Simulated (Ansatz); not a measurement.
# ZnS: the cost of one run

Method: DFT PBE, scalar-relativistic, plane waves, PAW, in Ansatz 0.2.0.

1 further run of the same task is left out (set aside as unsound or not needed).

## Step 1: Starting point

The structure is hexagonal, space group P6_3mc (No. 186). The conventional cell has a = 3.845 Å, b = 3.845 Å, c = 6.305 Å, α = 90.00°, β = 90.00°, γ = 120.00°. Around Zn (site symmetry 3m) lie 4 S at 2.36 Å. S (site symmetry 3m) has 4 Zn at 2.36 Å in its first shell of neighbours.

Coordinates:

```
CELL_PARAMETERS angstrom
3.84549 0.00000 0.00000
-1.92275 3.33029 0.00000
0.00000 0.00000 6.30533
ATOMIC_POSITIONS crystal
Zn 0.33333 0.66667 0.00522
Zn 0.66667 0.33333 0.50522
S 0.33333 0.66667 0.37978
S 0.66667 0.33333 0.87978
```

It is the result of an earlier relaxation at this level (volume 20.19 Å³/atom; gap on the mesh: 2.08 eV).

The bulk reference comes from a run made before at the same settings: -2111.3644 eV/atom.

## Step 2: Cutting the (001) slab

Planes are indexed in the bulk's conventional cell (P6_3mc (No. 186)), a = 3.845 Å, b = 3.845 Å, c = 6.305 Å, α = 90.00°, β = 90.00°, γ = 120.00°.

The slab is a (001) slab, 10.2 Å thick as cut, with 15 Å of vacuum; its outer planes are Zn (top) and S (bottom).

The slab as cut. Layers, bottom to top:

```csv
plane,atoms per cell,height over the lowest (Å)
1,S,0.00
2,Zn,0.79
3,S,3.15
4,Zn,3.94
5,S,6.31
6,Zn,7.10
7,S,9.46
8,Zn,10.25
```

## Step 3: The slab as cut, atoms at the bulk's places

The cell repeats along c, and a dipole correction in the vacuum removes the field between the copies.

input.yaml reads:

```yaml
crystal:
  lattice:
    - [3.8454929863, 0.0, 0.0]
    - [-1.9227464932, 3.3302946162, 0.0]
    - [0.0, 0.0, 25.2489383332]
  atoms:
    - { symbol: S, position: [0.3333333333, 0.6666666667, 0.2970421925] }
    - { symbol: Zn, position: [0.6666666667, 0.3333333333, 0.3283678013] }
    - { symbol: S, position: [0.6666666667, 0.3333333333, 0.4219055279] }
    - { symbol: Zn, position: [0.3333333333, 0.6666666667, 0.4532311367] }
    - { symbol: S, position: [0.3333333333, 0.6666666667, 0.5467688633] }
    - { symbol: Zn, position: [0.6666666667, 0.3333333333, 0.5780944721] }
    - { symbol: S, position: [0.6666666667, 0.3333333333, 0.6716321987] }
    - { symbol: Zn, position: [0.3333333333, 0.6666666667, 0.7029578075] }
basis:
  ecutwfc: 420
kpoints:
  mp_grid: { grid: [9, 9, 1] }
hamiltonian:
  xc: pbe
scf:
  occupations: { method: gaussian, width: 0.05 }
output:
  forces: true
  stress: true
  eigenvalues: true
efield:
  axis: 3
  dipole_correction: true
  ramp_width: 0.04
```

Command:

```bash
> ansatz run input.yaml --threads 1 --pin off --max-ram 2560MiB --backend cpu --events-out ev --progress --plain --runs-dir out
```

Q: Estimate wall time and peak memory on 1 thread of Intel Xeon at 2.50GHz (Skylake/Cascade Lake), shared host.

About 49 s, with a peak of 0.53 GiB.
